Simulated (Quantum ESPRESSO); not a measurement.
# MgO (Fm-3m) in Quantum ESPRESSO: notebook, part 4 of 4

Quantum ESPRESSO 7.5. Earlier steps stand in the parts before.

### 5 Phonons, WC

Input file pw.in:

```
&CONTROL
  calculation = 'scf'
  prefix = 'pwscf'
  outdir = './tmp'
  pseudo_dir = './pseudo'
  tprnfor = .true.
  tstress = .true.
  disk_io = 'low'
/
&SYSTEM
  ibrav = 0
  nat = 2
  ntyp = 2
  ecutwfc = 45
  ecutrho = 360
  nbnd = 14
  input_dft = 'wc'
  occupations = 'smearing'
  smearing = 'fd'
  degauss = 0.00367493
/
&ELECTRONS
  conv_thr = 4d-10
  electron_maxstep = 120
  mixing_beta = 0.5
/
ATOMIC_SPECIES
Mg    24.3050 mg_pbe_v1.4.uspp.F.UPF
O     15.9990 o_pbe_v1.2.uspp.F.UPF
CELL_PARAMETERS angstrom
   0.0000000000    2.0970013927    2.0970013927
   2.0970013927    0.0000000000    2.0970013927
   2.0970013927    2.0970013927    0.0000000000
ATOMIC_POSITIONS angstrom
Mg     0.0000000000    0.0000000000    0.0000000000
O      2.0970013927    2.0970013927    2.0970013927
K_POINTS automatic
6 6 6 1 1 1
```

Input file relax.in:

```
&CONTROL
  calculation = 'vc-relax'
  prefix = 'pwscf'
  outdir = './tmp'
  pseudo_dir = './pseudo'
  tprnfor = .true.
  tstress = .true.
  disk_io = 'low'
  nstep = 40
  forc_conv_thr = 0.0001
  etot_conv_thr = 1d-06
/
&SYSTEM
  ibrav = 0
  nat = 2
  ntyp = 2
  ecutwfc = 45
  ecutrho = 360
  nbnd = 14
  input_dft = 'wc'
  occupations = 'smearing'
  smearing = 'fd'
  degauss = 0.00367493
/
&ELECTRONS
  conv_thr = 4d-10
  electron_maxstep = 120
  mixing_beta = 0.5
/
&IONS
  ion_dynamics = 'bfgs'
/
&CELL
  cell_dynamics = 'bfgs'
  press = 0
  press_conv_thr = 0.2
/
ATOMIC_SPECIES
Mg    24.3050 mg_pbe_v1.4.uspp.F.UPF
O     15.9990 o_pbe_v1.2.uspp.F.UPF
CELL_PARAMETERS angstrom
   0.0000000000    2.0970013927    2.0970013927
   2.0970013927    0.0000000000    2.0970013927
   2.0970013927    2.0970013927    0.0000000000
ATOMIC_POSITIONS angstrom
Mg     0.0000000000    0.0000000000    0.0000000000
O      2.0970013927    2.0970013927    2.0970013927
K_POINTS automatic
6 6 6 1 1 1
```

Input file scf2.in:

```
&CONTROL
  calculation = 'scf'
  prefix = 'pwscf'
  outdir = './tmp'
  pseudo_dir = './pseudo'
  tprnfor = .true.
  tstress = .true.
  disk_io = 'low'
/
&SYSTEM
  ibrav = 0
  nat = 2
  ntyp = 2
  ecutwfc = 45
  ecutrho = 360
  nbnd = 14
  input_dft = 'wc'
  occupations = 'fixed'
/
&ELECTRONS
  conv_thr = 1d-13
  electron_maxstep = 120
  mixing_beta = 0.5
  startingpot = 'file'
  startingwfc = 'file'
/
ATOMIC_SPECIES
Mg    24.3050 mg_pbe_v1.4.uspp.F.UPF
O     15.9990 o_pbe_v1.2.uspp.F.UPF
CELL_PARAMETERS angstrom
   0.0000000000    2.1102741317    2.1102741317
   2.1102741317    0.0000000000    2.1102741317
   2.1102741317    2.1102741317    0.0000000000
ATOMIC_POSITIONS angstrom
Mg     0.0000000000    0.0000000000    0.0000000000
O      2.1102741317    2.1102741317    2.1102741317
K_POINTS automatic
6 6 6 1 1 1
```

Input file ph.in:

```
phonons of MgO
&INPUTPH
  prefix = 'pwscf'
  outdir = './tmp'
  tr2_ph = 1d-18
  fildyn = 'dyn'
  niter_ph = 90
  alpha_mix(1) = 0.7
  epsil = .true.
/
0.0000000000 0.0000000000 0.0000000000
```

Input file dynmat.in:

```
&INPUT
  fildyn = 'dyn'
  asr = 'crystal'
  lperm = .true.
  filout = 'dynmat.disp'
  fileig = 'dynmat.eig'
/
```

Input file dynmat_lo.in:

```
&INPUT
  fildyn = 'dyn'
  asr = 'crystal'
  filout = 'dynmat_lo.disp'
  fileig = 'dynmat_lo.eig'
  q(1) = 0
  q(2) = 0
  q(3) = 1
/
```

Potentials or basis: GBRV 1.5 PBE.

Started as:

```bash
> OMP_NUM_THREADS=1 pw.x -in pw.in > pw.out
> OMP_NUM_THREADS=1 pw.x -in relax.in > relax.out
> OMP_NUM_THREADS=1 pw.x -in scf2.in > scf2.out
> OMP_NUM_THREADS=1 ph.x -in ph.in > ph.out
> OMP_NUM_THREADS=1 dynmat.x -in dynmat.in > dynmat.out
> OMP_NUM_THREADS=1 dynmat.x -in dynmat_lo.in > dynmat_lo.out
```

pw.out:

```text
This program is part of the open-source Quantum ESPRESSO suite
     for quantum simulation of materials; please cite
         "P. Giannozzi et al., J. Phys.:Condens. Matter 21 395502 (2009);
         "P. Giannozzi et al., J. Phys.:Condens. Matter 29 465901 (2017);
         "P. Giannozzi et al., J. Chem. Phys. 152 154105 (2020);
     in publications or presentations arising from this work. More details at

     IMPORTANT: XC functional enforced from input :
     Exchange-correlation= WC
                           (   1   4  11   4   0   0   0)
     Any further DFT definition will be discarded
     Please, verify this is what you really want

     Message from routine setup:
     using ibrav=0 with symmetry is DISCOURAGED, use correct ibrav instead

     G-vector sticks info
     --------------------
     sticks:   dense  smooth     PW     G-vecs:    dense   smooth      PW
     Sum         769     379    127                14331     5029     965

     Using Slab Decomposition

     bravais-lattice index     =            0
     lattice parameter (alat)  =       5.6042  a.u.
     unit-cell volume          =     124.4580 (a.u.)^3
     number of atoms/cell      =            2
     number of atomic types    =            2
     number of electrons       =        16.00
     number of Kohn-Sham states=           14
     kinetic-energy cutoff     =      45.0000  Ry
     charge density cutoff     =     360.0000  Ry
     scf convergence threshold =      4.0E-10
     mixing beta               =       0.5000
     number of iterations used =            8  plain     mixing
     Exchange-correlation= WC
                           (   1   4  11   4   0   0   0)

     celldm(1)=   5.604187  celldm(2)=   0.000000  celldm(3)=   0.000000
     celldm(4)=   0.000000  celldm(5)=   0.000000  celldm(6)=   0.000000

[... 8 lines left out ...]
               b(3) = (  0.707107  0.707107 -0.707107 )

     PseudoPot. # 1 for Mg read from file:
     mg_pbe_v1.4.uspp.F.UPF
     Pseudo is Ultrasoft, Zval = 10.0
     Generated by new atomic code, or converted to UPF format
     Using radial grid of  821 points,  7 beta functions with:
                l(1) =   0
                l(2) =   0
                l(3) =   0
                l(4) =   1
                l(5) =   1
                l(6) =   2
                l(7) =   2
     Q(r) pseudized with  8 coefficients,  rinner =    1.200   1.200   1.200
                                                       1.200   1.200

     PseudoPot. # 2 for O  read from file:
     o_pbe_v1.2.uspp.F.UPF
     Pseudo is Ultrasoft + core correction, Zval =  6.0
     Generated by new atomic code, or converted to UPF format
     Using radial grid of  737 points,  5 beta functions with:
                l(1) =   0
                l(2) =   0
                l(3) =   1
                l(4) =   1
                l(5) =   2
     Q(r) pseudized with  8 coefficients,  rinner =    0.900   0.900   0.900
                                                       0.900   0.900

     atomic species   valence    mass     pseudopotential
     Mg               10.00    24.30500     Mg( 1.00)
     O                 6.00    15.99900     O ( 1.00)

     48 Sym. Ops., with inversion, found

   Cartesian axes

     site n.     atom                  positions (alat units)
         1        Mg     tau(   1) = (   0.0000000   0.0000000   0.0000000  )
         2        O      tau(   2) = (   0.7071068   0.7071068   0.7071068  )

     number of k points=    28  Fermi-Dirac smearing, width (Ry)=  0.0037
                       cart. coord. in units 2pi/alat
        k(    1) = (   0.0589256   0.0589256   0.0589256), wk =   0.0185185
        k(    2) = (   0.1767767   0.1767767  -0.0589256), wk =   0.0555556
        k(    3) = (   0.2946278   0.2946278  -0.1767767), wk =   0.0555556
        k(    4) = (  -0.2946278  -0.2946278   0.4124790), wk =   0.0555556
        k(    5) = (  -0.1767767  -0.1767767   0.2946278), wk =   0.0555556
        k(    6) = (  -0.0589256  -0.0589256   0.1767767), wk =   0.0555556
[... 20 lines left out ...]
        k(   27) = (   0.2946278   0.2946278   0.2946278), wk =   0.0185185
        k(   28) = (  -0.2946278  -0.2946278   0.8838835), wk =   0.0555556

     Dense  grid:    14331 G-vectors     FFT dimensions: (  36,  36,  36)

     Smooth grid:     5029 G-vectors     FFT dimensions: (  24,  24,  24)

     Check: negative core charge=   -0.000002

     Initial potential from superposition of free atoms

     starting charge      15.6998, renormalised to      16.0000
     Starting wfcs are    9 randomized atomic wfcs +    5 random wfcs

     Self-consistent Calculation

     iteration #  1     ecut=    45.00 Ry     beta= 0.50
     Davidson diagonalization with overlap
     ethr =  1.00E-02,  avg # of iterations =  5.6

     total energy              =    -157.58720472 Ry
     estimated scf accuracy    <       0.34205092 Ry
[... 43 lines left out ...]
     iteration #  8     ecut=    45.00 Ry     beta= 0.50
     Davidson diagonalization with overlap
     ethr =  1.88E-11,  avg # of iterations =  2.0

     End of self-consistent calculation

          k = 0.0589 0.0589 0.0589 (   624 PWs)   bands (ev):

   -64.1994 -30.9521 -30.9464 -30.9464  -9.3506   7.3786   7.8105   7.8105
    13.0852  22.6285  23.7749  23.7749  28.7640  28.8312
[... 73 lines left out ...]
   -64.1876 -31.0223 -30.9790 -30.9754  -7.8443   3.7941   6.2881   6.5252
    17.1056  18.1015  20.9328  26.7262  26.7725  33.7369

          k =-0.5303 0.1768-0.0589 (   641 PWs)   bands (ev):

   -64.1890 -31.0150 -30.9789 -30.9693  -7.9845   4.1058   6.0646   6.6422
    17.8557  18.5857  21.0965  25.4953  27.0138  32.4082

          k =-0.4125 0.0589 0.0589 (   631 PWs)   bands (ev):
[... 51 lines left out ...]
   -64.1896 -31.0294 -30.9710 -30.9582  -7.9716   3.5419   6.2379   7.0531
    16.8866  20.2622  22.1011  24.8784  28.5677  30.2186

     the Fermi energy is     9.5028 ev

!    total energy              =    -157.68279447 Ry
     estimated scf accuracy    <          3.9E-10 Ry
     smearing contrib. (-TS)   =      -0.00000000 Ry
     internal energy E=F+TS    =    -157.68279447 Ry

     The total energy is F=E-TS. E is the sum of the following terms:
     one-electron contribution =     -86.16844973 Ry
     hartree contribution      =      47.93921134 Ry
     xc contribution           =     -24.27879040 Ry
     ewald contribution        =     -95.17476569 Ry

     convergence has been achieved in   8 iterations

     Forces acting on atoms (cartesian axes, Ry/au):

     atom    1 type  1   force =     0.00000000    0.00000000    0.00000000
     atom    2 type  2   force =     0.00000000    0.00000000    0.00000000

     Total force =     0.000000     Total SCF correction =     0.000000

     Computing stress (Cartesian axis) and pressure

          total   stress  (Ry/bohr**3)                   (kbar)     P=       30.54
   0.00020761   0.00000000   0.00000000           30.54        0.00        0.00
   0.00000000   0.00020761  -0.00000000            0.00       30.54       -0.00
  -0.00000000  -0.00000000   0.00020761           -0.00       -0.00       30.54

=------------------------------------------------------------------------------=
   JOB DONE.
=------------------------------------------------------------------------------=
```

It took 2.1 min on 1 thread of Intel Xeon Platinum 8375C at 2.90GHz (Ice Lake), shared host; peak memory 0.11 GiB.

Results:

* Free energy: -2145.3875 eV
* Relaxed volume: 9.40 Å³/atom
* Relaxed cell: a = 2.984 Å, b = 2.984 Å, c = 2.984 Å, α = 60.00°, β = 60.00°, γ = 60.00°
* Space group after relaxing (to 0.05 Å): Fm-3m (No. 225)
* Pressure after relaxing: 0.0 GPa
* Electronic dielectric tensor (diagonal): 3.25
* Born charges (mean of the diagonal): Mg +1.99; O -1.99 e
* Highest phonon frequency at Γ, LO-TO splitting left out: 383 cm⁻¹
* Static dielectric tensor (diagonal): 10.55

The path:
```tsv
step	energy change (eV)	largest force (eV/Å)	pressure (GPa)	volume (Å³)
1	0.0000	0.0000	3.05	18.44
2	-0.0032	0.0000	0.53	18.73
3	-0.0033	0.0000	0.01	18.79
4	-0.0033	0.0000	0.00	18.80
```

Final structure:
```yaml
crystal:
  lattice:
    - [0.00000, 2.11027, 2.11027]
    - [2.11027, 0.00000, 2.11027]
    - [2.11027, 2.11027, 0.00000]
  atoms:
    - { symbol: Mg, position: [0.00000, 0.00000, 0.00000] }
    - { symbol: O, position: [0.50000, 0.50000, 0.50000] }
```

Levels at points of the mesh, in eV from the valence-band top:
| k point | band 4 | band 5 | band 6 | band 7 | band 8 | band 9 | band 10 | band 11 | band 12 | band 13 |
| --- | --- | --- | --- | --- | --- | --- | --- | --- | --- | --- |
| (0.08, 0.08, 0.08) | -38.82 | -17.07 | -0.43 | 0.00 | 0.00 | 5.09 | 14.72 | 15.85 | 15.85 | 20.77 |

Phonon frequencies in cm⁻¹ (negative: imaginary):
| q point | frequencies |
| --- | --- |
| (0.000, 0.000, 0.000) | 3 3 3 383 383 383 |

Electronic dielectric tensor:
```
3.25 0.00 0.00
0.00 3.25 0.00
0.00 0.00 3.25
```

Born effective charge tensors (e):
atom 1, Mg
```
1.99 0.00 0.00
0.00 1.99 0.00
0.00 0.00 1.99
```
atom 2, O
```
-1.99  0.00  0.00
 0.00 -1.99  0.00
 0.00  0.00 -1.99
```

Optical modes at Γ, degenerate ones joined, polar ones without the macroscopic field:
```csv
cm⁻¹,components,symmetry,active in,"IR intensity, summed ((D/Å)²/amu)"
383,3,T1u,IR,28.37
```

Zone-centre frequencies without and with the macroscopic field along z (cm⁻¹):
|  | optical modes in rising order |
| --- | --- |
| without | 383 383 383 |
| with the field | 383 383 691 |

Static dielectric tensor, electrons and zone-centre modes:
```
10.55  0.00  0.00
 0.00 10.55  0.00
 0.00  0.00 10.55
```

Caveat: the potentials were made for another functional, which shifts forces and pressure.

### 6 Overview

```csv
level,potentials or basis,pressure (GPa)
PBE,GBRV 1.5 PBE,-0.1
PBEsol,GBRV 1.5 PBEsol,0.0
BLYP,GBRV 1.5 PBE,-0.1
WC,GBRV 1.5 PBE,0.0
```

Alike in all rows: task phonons; no spin polarisation; cell relaxed; k mesh 6 × 6 × 6, shifted; cutoff (eV) 612; smearing fermi-dirac 0.05 eV.

Caveats: the potentials were made for another functional, which shifts forces and pressure (some runs); before the sum rule the acoustic modes lie tens of cm⁻¹ from zero, a sign that the density grid also shifts the optical modes (some runs).

Total energies depend on the potentials used, so only differences within one code and one set of settings carry meaning.

### 7 How close it comes

Step 2. Against the measured high-frequency dielectric constant of MgO, 2.95 (295 K; “Infrared Optical Properties of Ferropericlase (Mg1-xFexO): Experiment and Theory”, 2007, arxiv:0704.2267), the calculated 3.24 is off by +9.8 %.

Step 3. A measured high-frequency dielectric constant of MgO is 2.95 (295 K; “Infrared Optical Properties of Ferropericlase (Mg1-xFexO): Experiment and Theory”, 2007, arxiv:0704.2267); the calculated 3.25 misses it by +10.0 %.

Step 4. Measured high-frequency dielectric constant of MgO: 2.95 (295 K; “Infrared Optical Properties of Ferropericlase (Mg1-xFexO): Experiment and Theory”, 2007, arxiv:0704.2267). This calculation gives 3.15 (+6.9 %).

Step 5. Against the measured high-frequency dielectric constant of MgO, 2.95 (295 K; “Infrared Optical Properties of Ferropericlase (Mg1-xFexO): Experiment and Theory”, 2007, arxiv:0704.2267), the calculated 3.25 is off by +10.2 %.
